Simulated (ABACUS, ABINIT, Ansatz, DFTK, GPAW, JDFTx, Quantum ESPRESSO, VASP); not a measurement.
# Ag: programs and potentials compared

```
Ag
1.0
     0.00000    2.04275    2.04275
     2.04275    0.00000    2.04275
     2.04275    2.04275    0.00000
Ag
1
Direct
  0.00000 0.00000 0.00000
```

Alike in all runs: task single point; functional PBE; k mesh 11 × 11 × 11; occupations fermi-dirac, width 0.05 eV; no spin polarisation; no spin-orbit coupling. Pressure is positive in compression and, in plane waves, holds the error of the finite cutoff, which Ansatz's Pulay term estimates and takes out.

```json
{"program and potentials": "DFTK, PseudoDojo SR PBE 0.4.1 standard (PBE)", "plane-wave cutoff (eV)": "1116", "notes": "19 valence electrons an atom on average", "pressure (GPa)": "4.20"}
{"program and potentials": "Ansatz, Ansatz PAW (earlier soft set)", "plane-wave cutoff (eV)": "420", "notes": "19 valence electrons an atom on average; Pulay term of +0.08 GPa included", "pressure (GPa)": "4.47"}
{"program and potentials": "Quantum ESPRESSO, SSSP 1.3 efficiency PBE", "plane-wave cutoff (eV)": "816", "notes": "19 valence electrons an atom on average", "pressure (GPa)": "4.24"}
{"program and potentials": "VASP, PBE PAW files Ag, 520 eV", "plane-wave cutoff (eV)": "520", "notes": "11 valence electrons an atom on average", "pressure (GPa)": "4.25"}
{"program and potentials": "ABACUS, PseudoDojo NC SR 0.4.1 PBE standard, plane waves", "plane-wave cutoff (eV)": "1116", "notes": "19 valence electrons an atom on average", "pressure (GPa)": "4.26"}
{"program and potentials": "ABINIT, JTH PAW PBE v2.0", "plane-wave cutoff (eV)": "463", "notes": "11 valence electrons an atom on average", "pressure (GPa)": "4.50"}
{"program and potentials": "Ansatz, all-electron LAPW, scalar-relativistic", "plane-wave cutoff (eV)": "-", "notes": "-", "pressure (GPa)": "4.40"}
{"program and potentials": "JDFTx, PseudoDojo-SR-PBE-0.5-standard", "plane-wave cutoff (eV)": "1116", "notes": "19 valence electrons an atom on average", "pressure (GPa)": "4.28"}
{"program and potentials": "GPAW, GPAW PAW data sets (gpaw-data 1.2.1)", "plane-wave cutoff (eV)": "600", "notes": "17 valence electrons an atom on average", "pressure (GPa)": "4.33"}
```

The pressure spans 4.20 (DFTK, PseudoDojo SR PBE 0.4.1 standard (PBE)) to 4.50 GPa (ABINIT, JTH PAW PBE v2.0), with all-electron results at 4.40.

The functional is the same throughout but for its coding, so the spread measures potentials, basis and numerics; runs on potential files found faulty are left out.
